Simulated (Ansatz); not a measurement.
**Ir: the crystal squeezed far**

An exercise on one series of results from a longer session: the logs are not shown, and one member is left open.

Method: DFT PBE, with the methods named in each step, in Ansatz 0.2.0.

## The system as given

Symmetry: P6/mmm, No. 191, hexagonal system. Conventional cell: a = 4.381 Å, b = 4.381 Å, c = 2.702 Å, α = 90.00°, β = 90.00°, γ = 120.00°. Ir (site symmetry 6/mmm) has 14 Ir at 2.70 to 2.87 Å as nearest neighbours. Ir (site symmetry -6m2) is surrounded by 11 Ir at 2.53 to 2.87 Å.

Coordinates:

```cif
data_structure
_symmetry_space_group_name_H-M 'P6/mmm'
_symmetry_Int_Tables_number 191
_cell_length_a 4.3810
_cell_length_b 4.3810
_cell_length_c 2.7016
_cell_angle_alpha 90.000
_cell_angle_beta 90.000
_cell_angle_gamma 120.000
_cell_volume 44.90
loop_
_atom_site_label
_atom_site_type_symbol
_atom_site_symmetry_multiplicity
_atom_site_Wyckoff_symbol
_atom_site_fract_x
_atom_site_fract_y
_atom_site_fract_z
_atom_site_occupancy
Ir1 Ir 1 a 0.00000 0.00000 0.00000 1
Ir2 Ir 2 d 0.33333 0.66667 0.50000 1
```

The file gives the conventional cell by its symmetry; the runs use the cell typed in the input.

Whether this phase is the stable one at these pressures isn't tested.

Atoms are numbered in the order of the input: Ir1, Ir2, Ir3.

Set-up of the first run:

Contents of input.yaml:

```yaml
crystal:
  lattice:
    - [4.3809842993, 0.0, 0.0]
    - [-2.1904921497, 3.7940436968, 0.0]
    - [0.0, 0.0, 2.701579198]
  atoms:
    - { symbol: Ir, position: [0.0, 0.0, 0.0] }
    - { symbol: Ir, position: [0.3333333333, 0.6666666667, 0.5] }
    - { symbol: Ir, position: [0.6666666667, 0.3333333333, 0.5] }
kpoints:
  mp_grid: { grid: [8, 8, 11] }
  band_path:
    path:
      - [0.0, 0.0, 0.0]
      - [0.5, 0.0, 0.0]
      - [0.3333333333, 0.3333333333, 0.0]
      - [0.0, 0.0, 0.0]
      - [0.0, 0.0, 0.5]
      - [0.5, 0.0, 0.5]
      - [0.3333333333, 0.3333333333, 0.5]
      - [0.0, 0.0, 0.5]
      - [0.5, 0.0, 0.5]
    npoints: 14
scf:
  occupations: { method: fermi_dirac, width: 0.08 }
hamiltonian:
  xc: pbe
  pseudopotentials: { kind: all_electron, lapw: { basis_error: 0.001 } }
output:
  forces: true
  stress: true
  eigenvalues: true
  populations: true
  dos: { projected: true, de: 0.2, e_range: [-14, 8] }
```

On the command line:

```console
$ ansatz run input.yaml --threads 1 --pin off --max-ram 3072MiB --backend cpu --events-out ev --progress --plain --runs-dir out
```

Among the steps run: The reference volume, LAPW; Volume scaled by 1, crystal datasets; Volume scaled by 1, norm-conserving; Volume scaled by 0.95, LAPW; Volume scaled by 0.95, crystal datasets; Volume scaled by 0.85, LAPW; Volume scaled by 0.85, norm-conserving; Volume scaled by 0.75, LAPW; Volume scaled by 0.4, LAPW; Volume scaled by 0.4, crystal datasets; Volume scaled by 0.4, norm-conserving.

One of the session's tables, all rows but one given; the rest of the session is left out.

| method | volume over the first | volume (Å³/atom) | pressure (GPa) |
| --- | --- | --- | --- |
| LAPW | 1 | 14.968 | -0.05 |
| LAPW | 0.95 | 14.220 | 18.64 |
| LAPW | 0.85 | 12.723 | 78.09 |
| LAPW | 0.75 | 11.226 | 187.44 |
| LAPW | 0.4 | 5.987 | 2466.53 |
| PAW | 1 | 14.968 | 0.00 |
| PAW | 0.95 | 14.220 | 18.71 |
| PAW | 0.85 | 12.723 | 78.28 |
| PAW | 0.75 | 11.226 | 187.92 |
| PAW | 0.4 | 5.987 | 2484.19 |
| PAW (level accurate) | 0.4 | 5.987 | 2471.07 |
| crystal datasets | 1 | 14.968 | -0.05 |
| crystal datasets | 0.95 | 14.220 | 18.64 |
| crystal datasets | 0.4 | 5.987 | 2466.53 |
| norm-conserving | 1 | 14.968 | 0.14 |
| norm-conserving | 0.85 | 12.723 | 78.52 |
| norm-conserving | 0.4 | ? | ? |

**Question.** Estimate the row for norm-conserving, 0.4.

As computed: volume (Å³/atom): 5.987; pressure (GPa): 2472.88.

Limits of these values: Rows by PAW come from runs of the same series that aren't printed here. A fit over so wide a range leans to the high pressures, so B₀ can be off by several per cent. Spin-orbit coupling is left out, though the cell holds Ir; in elements this heavy it can shift bands and gaps by tenths of an eV. Warnings in the runs' records: crystal datasets made.
